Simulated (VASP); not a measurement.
# F2 in VASP: further runs

One molecule, F2, is run at these levels: PBEsol; tasks: single point, relaxation of the atoms.

Program: VASP 6.6.1. These are calculated values, not measurements. Logs are shortened: lines on timing, memory, paths and dates and some standing lists are left out, and cuts for length are marked.

**1. Starting point**

The cell holds a molecule in a box, 2 atoms: a = 9.000 Å, b = 9.500 Å, c = 10.000 Å, α = 90.00°, β = 90.00°, γ = 90.00°.

**2. Single point, PBEsol**

The input, INCAR:

```
ALGO = Normal
EDIFF = 1E-6
ENCUT = 520
GGA = PS
ISIF = 2
ISMEAR = -1
LASPH = T
LCHARG = T
LELF = T
LREAL = F
LVHAR = T
LWAVE = F
NBANDS = 14
NELM = 100
PREC = Accurate
SIGMA = 0.05
```

The input, KPOINTS:

```
k-points
0
Gamma
  1 1 1
```

The input, POSCAR:

```
F
1.0
    9.0000000000      0.0000000000      0.0000000000
    0.0000000000      9.5000000000      0.0000000000
    0.0000000000      0.0000000000     10.0000000000
F
2
Direct
    0.5000000000      0.5000000000      0.4301063294
    0.5000000000      0.5000000000      0.5698936706
```

Potentials or basis: VASP PAW PBE potentials, release 64 (F).

The run is started by

```sh
cat potpaw_PBE.64/F/POTCAR > POTCAR
mpirun -np 1 vasp_gam > vasp.out
```

OUTCAR:

```text
EDIFF = 1E-6
   ENCUT = 520
   GGA = PS
   ISIF = 2
   ISMEAR = -1
   LASPH = T
   LREAL = F
   NELM = 100
   PREC = Accurate

 ion  position               nearest neighbor table
   1  0.500  0.500  0.430-   2 1.40
   2  0.500  0.500  0.570-   1 1.40

  LATTYP: Found a simple orthorhombic cell.
 ALAT       =     9.0000000000
 B/A-ratio  =     1.0555555556
 C/A-ratio  =     1.1111111111

  Lattice vectors:

 A1 = (   9.0000000000,   0.0000000000,   0.0000000000)
 A2 = (   0.0000000000,   9.5000000000,   0.0000000000)
 A3 = (   0.0000000000,   0.0000000000,  10.0000000000)

Analysis of symmetry for initial positions (statically):
=====================================================================
 Subroutine PRICEL returns:
 Original cell was already a primitive cell.

 Routine SETGRP: Setting up the symmetry group for a
 simple orthorhombic supercell.

 Subroutine GETGRP returns: Found  8 space group operations
 (whereof  8 operations were pure point group operations)
 out of a pool of  8 trial point group operations.

The static configuration has the point symmetry D_2h.

Analysis of symmetry for dynamics (positions and initial velocities):
=====================================================================
 Subroutine PRICEL returns:
 Original cell was already a primitive cell.

 Routine SETGRP: Setting up the symmetry group for a
 simple orthorhombic supercell.

 Subroutine GETGRP returns: Found  8 space group operations
 (whereof  8 operations were pure point group operations)
 out of a pool of  8 trial point group operations.

The dynamic configuration has the point symmetry D_2h.

 Subroutine INISYM returns: Found  8 space group operations
 (whereof  8 operations are pure point group operations),
 and found     1 'primitive' translations

----------------------------------------------------------------------------------------

                                     Primitive cell

  volume of cell :     855.0000

  direct lattice vectors                    reciprocal lattice vectors
     9.000000000  0.000000000  0.000000000     0.111111111  0.000000000  0.000000000
     0.000000000  9.500000000  0.000000000     0.000000000  0.105263158  0.000000000
     0.000000000  0.000000000 10.000000000     0.000000000  0.000000000  0.100000000

  length of vectors
     9.000000000  9.500000000 10.000000000     0.111111111  0.105263158  0.100000000

  position of ions in fractional coordinates (direct lattice)
     0.500000000  0.500000000  0.430106329
     0.500000000  0.500000000  0.569893671

  ion indices of the primitive-cell ions
   primitive index   ion index
                 1           1
                 2           2

----------------------------------------------------------------------------------------

 KPOINTS: k-points

Automatic generation of k-mesh.
 Grid dimensions read from file:
 generate k-points for:    1    1    1

 Generating k-lattice:

  Cartesian coordinates                     Fractional coordinates (reciprocal lattice)
     0.111111111  0.000000000  0.000000000     1.000000000  0.000000000  0.000000000
     0.000000000  0.105263158  0.000000000     0.000000000  1.000000000  0.000000000
     0.000000000  0.000000000  0.100000000     0.000000000  0.000000000  1.000000000

  Length of vectors
     0.111111111  0.105263158  0.100000000

  Shift w.r.t. Gamma in fractional coordinates (k-lattice)
     0.000000000  0.000000000  0.000000000

 Subroutine IBZKPT returns following result:
 ===========================================

 Found      1 irreducible k-points:

 Following reciprocal coordinates:
            Coordinates               Weight
  0.000000  0.000000  0.000000      1.000000
   k-points           NKPTS =      1   k-points in BZ     NKDIM =      1   number of bands    NBANDS=     14
   number of dos      NEDOS =    301   number of ions     NIONS =      2
   total plane-waves  NPLWV = 403200
   dimension x,y,z NGX =    70 NGY =   72 NGZ =   80
   dimension x,y,z NGXF=   140 NGYF=  144 NGZF=  160
   ions per type =               2
   NGX,Y,Z   is equivalent  to a cutoff of  12.93, 12.60, 13.30 a.u.
   NGXF,Y,Z  is equivalent  to a cutoff of  25.86, 25.20, 26.60 a.u.
 SYSTEM =  unknown system
   PREC   = accura    normal or accurate (medium, high low for compatibility)
   ISTART =      0    job   : 0-new  1-cont  2-samecut
   ICHARG =      2    charge: 1-file 2-atom 10-const
   ISPIN  =      1    spin polarized calculation?
   LNONCOLLINEAR =      F non collinear calculations
   LSORBIT =      F    spin-orbit coupling
   LASPH  =      T    aspherical Exc in radial PAW
   ENCUT  =  520.0 eV  38.22 Ry    6.18 a.u.  16.73 17.66 18.59*2*pi/ulx,y,z
   NELM   =    100;   NELMIN=  2; NELMDL= -5     # of ELM steps
   EDIFF  = 0.1E-05   stopping-criterion for ELM
   LREAL  =      F    real-space projection
   EDIFFG = 0.1E-04   stopping-criterion for IOM
   NSW    =      0    number of steps for IOM
   IBRION =     -1    ionic relax: 0-MD 1-quasi-New 2-CG
   NFREE  =      0    steps in history (QN), initial steepest desc. (CG)
   ISIF   =      2    stress and relaxation
   ISYM   =      2    0-nonsym 1-usesym 2-fastsym
   POTIM  = 0.5000    time-step for ionic-motion
   TEBEG  =    0.0;   TEEND  =   0.0 temperature during run
   PSTRESS=    0.0 pullay stress
   NELECT =      14.0000    total number of electrons
   NUPDOWN=      -1.0000    fix difference up-down
   EMIN   =  10.00;   EMAX   =-10.00  energy-range for DOS
   EFERMI =   0.00;   METHOD = LEGACY
   ISMEAR =    -1;   SIGMA  =   0.05  broadening in eV -4-tet -1-fermi 0-gaus
   EFERMI_NEDOS =   21; number of points for ismear=-14 and -15
   IALGO  =     38    algorithm
   IMIX   =      4    mixing-type and parameters
     AMIX     =   0.40;   BMIX     =  1.00
     AMIX_MAG =   1.60;   BMIX_MAG =  1.00
  volume/ion in A,a.u.               =     427.50      2884.91
  Fermi-wavevector in a.u.,A,eV,Ry     =   0.415715  0.785587  2.351342  0.172819
  Thomas-Fermi vector in A             =   1.374838
   LORBIT       =      0    0 simple, 1 ext, 2 COOP (PROOUT), +10 PAW based schemes
   GGA     = PS    functional components
   LHFCALC =     F    Hartree Fock is set to
   AEXX    =    0.0000 exact exchange contribution
   IVDW    =     0    specifies the selected vdW correction
   LEPSILON=     F    determine dielectric tensor
   LRPA    =     F    only Hartree local field effects (RPA)
 non-spin polarized calculation
  energy-cutoff  :      520.00
  volume of cell :      855.00
 maximum number of plane-waves:     11510
 NGX is ok and might be reduce to    70
   NGX = 33   NGY = 35   NGZ = 37

 number of electron      13.9999997 magnetization

 Free energy of the ion-electron system (eV)
  ---------------------------------------------------
  ext. energy  EPLUGINS =         0.00000000
  ---------------------------------------------------
  free energy    TOTEN  =        -3.86409544 eV

  energy without entropy =       -3.86409544  energy(sigma->0) =       -3.86409544

 E-fermi :  -7.8828     XC(G=0):  -0.6017

 val. band max:       -9.1742664678   @ k =   0.0000   0.0000   0.0000
 cond. band min:      -5.5138051528   @ k =   0.0000   0.0000   0.0000
 fundamental gap:      3.6604613150
 Fermi energy:        -7.8828116233

 k-point     1 :       0.0000    0.0000    0.0000
  band No.  band energies     occupation
      1     -34.0197      2.00000
      2     -27.2956      2.00000
      3     -15.3503      2.00000
      4     -12.7338      2.00000
      5     -12.7337      2.00000
      6      -9.1743      2.00000
      7      -9.1743      2.00000
      8      -5.5138      0.00000
      9      -0.2632      0.00000
     10       1.2301      0.00000
     11       1.2856      0.00000
     12       1.3872      0.00000
     13       1.5389      0.00000
     14       1.5565      0.00000

------------------------ aborting loop because EDIFF is reached ----------------------------------------

  FORCE on cell =-STRESS in cart. coord.  units (eV):
  Direction    XX          YY          ZZ          XY          YZ          ZX
  --------------------------------------------------------------------------------------
  -------------------------------------------------------------------------------------
  Total       -0.1222805     -0.1207568      0.5270691      0.0000000      0.0000000      0.0000000
  in kB       -0.2291404     -0.2262852      0.9876703      0.0000000      0.0000000      0.0000000
  external PRESSURE =       0.1774149 kB  Pullay stress =       0.0000000 kB

 VOLUME and BASIS-vectors are now :
 -----------------------------------------------------------------------------
  energy-cutoff  :      520.00
  volume of cell :      855.00
      direct lattice vectors                 reciprocal lattice vectors
     9.000000000  0.000000000  0.000000000     0.111111111  0.000000000  0.000000000
     0.000000000  9.500000000  0.000000000     0.000000000  0.105263158  0.000000000
     0.000000000  0.000000000 10.000000000     0.000000000  0.000000000  0.100000000

 POSITION                                       TOTAL-FORCE (eV/Angst)
 -----------------------------------------------------------------------------------
      4.50000      4.75000      4.30106         0.000000      0.000000     -0.448458
      4.50000      4.75000      5.69894         0.000000      0.000000      0.448458
 -----------------------------------------------------------------------------------
    total drift:                                0.000000      0.000000      0.000000

  FREE ENERGIE OF THE ION-ELECTRON SYSTEM (eV)
  ---------------------------------------------------
  free  energy   TOTEN  =        -3.8640954399 eV

  energy  without entropy=       -3.8640954399  energy(sigma->0) =       -3.86409544
```

Wall time 26 s (1 thread of AMD EPYC 9R45 (Zen 5), shared host); peak memory 0.72 GiB.

Results:

```yaml
Free_energy: -3.8641 eV
Largest_force: 0.448 eV/Å
Gap_between_the_frontier_levels: 3.66 eV
```

Forces in eV/Å, atoms in the order of the input:
```
F    0.000  0.000 -0.448
F    0.000  0.000  0.448
```

Caveat: the PAW data sets were made with another functional, which shifts forces and pressure a little.

**3. Relaxation of the atoms, PBEsol**

The input, INCAR:

```
SYSTEM = F
  PREC = Accurate
  ENCUT = 520
  EDIFF = 1E-6
  ISMEAR = -1
  SIGMA = 0.05
  LREAL = .False.
  LASPH = .True.
  NELM = 100
  ALGO = Normal
  ISIF = 2
  LWAVE = .False.
  LCHARG = .False.
  GGA = PS
  IBRION = 2
  NSW = 80
  EDIFFG = -0.03
```

The input, KPOINTS:

```
Automatic mesh
0
Gamma
  1 1 1
  0 0 0
```

The input, POSCAR:

```
F
1.0
    9.0000000000      0.0000000000      0.0000000000
    0.0000000000      9.5000000000      0.0000000000
    0.0000000000      0.0000000000     10.0000000000
F
2
Direct
    0.5000000000      0.5000000000      0.4290000000
    0.5000000000      0.5000000000      0.5710000000
```

Potentials or basis: VASP PAW PBE potentials, release 64 (F).

The run is started by

```sh
cat potpaw_PBE.64/F/POTCAR > POTCAR
mpirun -np 1 vasp_gam > vasp.out
```

OUTCAR:

```text
SYSTEM = F
   PREC = Accurate
   ENCUT = 520
   EDIFF = 1E-6
   ISMEAR = -1
   LREAL = .False.
   LASPH = .True.
   NELM = 100
   ISIF = 2
   GGA = PS
   IBRION = 2
   NSW = 80
   EDIFFG = -0.03

 ion  position               nearest neighbor table
   1  0.500  0.500  0.429-   2 1.42
   2  0.500  0.500  0.571-   1 1.42

  LATTYP: Found a simple orthorhombic cell.
 ALAT       =     9.0000000000
 B/A-ratio  =     1.0555555556
 C/A-ratio  =     1.1111111111

  Lattice vectors:

 A1 = (   9.0000000000,   0.0000000000,   0.0000000000)
 A2 = (   0.0000000000,   9.5000000000,   0.0000000000)
 A3 = (   0.0000000000,   0.0000000000,  10.0000000000)
[... 160 lines left out ...]
  -------------------------------------------------------------------------------------
  Total       -0.1208971     -0.1198565     -0.6393154      0.0000000      0.0000000      0.0000000
  in kB       -0.2265480     -0.2245980     -1.1980078      0.0000000      0.0000000      0.0000000
  external PRESSURE =      -0.5497179 kB  Pullay stress =       0.0000000 kB
[... 59 lines left out ...]
--------------------------------------- Ionic step        3  -------------------------------------------

 number of electron      13.9999997 magnetization

 Free energy of the ion-electron system (eV)
  ---------------------------------------------------
  ext. energy  EPLUGINS =         0.00000000
  ---------------------------------------------------
  free energy    TOTEN  =        -3.86666389 eV

  energy without entropy =       -3.86666389  energy(sigma->0) =       -3.86666389

 E-fermi :  -7.9133     XC(G=0):  -0.5982

 val. band max:       -9.2242347634   @ k =   0.0000   0.0000   0.0000
 cond. band min:      -5.7113836845   @ k =   0.0000   0.0000   0.0000
 fundamental gap:      3.5128510789
 Fermi energy:        -7.9132758254

 k-point     1 :       0.0000    0.0000    0.0000
  band No.  band energies     occupation
      1     -33.8630      2.00000
      2     -27.3749      2.00000
      3     -15.3062      2.00000
      4     -12.6730      2.00000
      5     -12.6730      2.00000
      6      -9.2243      2.00000
      7      -9.2242      2.00000
      8      -5.7114      0.00000
      9      -0.2609      0.00000
     10       1.2304      0.00000
     11       1.2830      0.00000
[... 27 lines left out ...]
  FREE ENERGIE OF THE ION-ELECTRON SYSTEM (eV)
  ---------------------------------------------------
  free  energy   TOTEN  =        -3.8666638864 eV

  energy  without entropy=       -3.8666638864  energy(sigma->0) =       -3.86666389

 reached required accuracy - stopping structural energy minimisation
```

OSZICAR:

```text
N       E                     dE             d eps       ncg     rms          rms(c)
DAV:   1     0.208630904066E+03    0.20863E+03   -0.33797E+03    22   0.737E+02
DAV:   2     0.669686347290E+02   -0.14166E+03   -0.14003E+03    38   0.109E+02
DAV:   3    -0.890470442688E+00   -0.67859E+02   -0.67800E+02    28   0.144E+02
[... 39 lines left out ...]
DAV:   8    -0.386665005641E+01   -0.84871E-05   -0.21755E-07    22   0.278E-03    0.399E-04
DAV:   9    -0.386666005652E+01   -0.10000E-04   -0.41991E-07    25   0.321E-03    0.340E-04
DAV:  10    -0.386666236426E+01   -0.23077E-05   -0.22027E-08    17   0.113E-03    0.102E-04
DAV:  11    -0.386666343383E+01   -0.10696E-05   -0.25579E-08    17   0.941E-04    0.676E-05
DAV:  12    -0.386666388639E+01   -0.45256E-06   -0.57216E-09    14   0.576E-04
   3 F= -.38666639E+01 E0= -.38666639E+01  d E =-.202783E-02
```

Run time: 52 s. Hardware: 1 thread of AMD EPYC 9R45 (Zen 5), shared host; peak memory 0.75 GiB.

Results:

* Free energy: -3.8667 eV
* Energy gained by relaxing: 1.0 meV/atom
* Ionic steps: 3
* Gap between the frontier levels: 3.51 eV

The path:
| step | energy change (eV) | largest force (eV/Å) | pressure (GPa) |
| --- | --- | --- | --- |
| 1 | 0.0000 | 0.3809 | -0.05 |
| 2 | 0.0115 | 1.0617 | 0.07 |
| 3 | -0.0020 | 0.0004 | -0.02 |

Final structure:
```
CELL_PARAMETERS angstrom
9.00000 0.00000 0.00000
0.00000 9.50000 0.00000
0.00000 0.00000 10.00000
ATOMIC_POSITIONS crystal
F 0.50000 0.50000 0.42953
F 0.50000 0.50000 0.57047
```

Levels at points of the mesh, in eV from the valence-band top:
| k point | band 5 | band 6 | band 7 | band 8 | band 9 | band 10 |
| --- | --- | --- | --- | --- | --- | --- |
| (0.00, 0.00, 0.00) | -3.45 | 0.00 | 0.00 | 3.51 | 8.96 | 10.45 |

Caveat: the PAW data sets were made with another functional, which shifts forces and pressure a little.
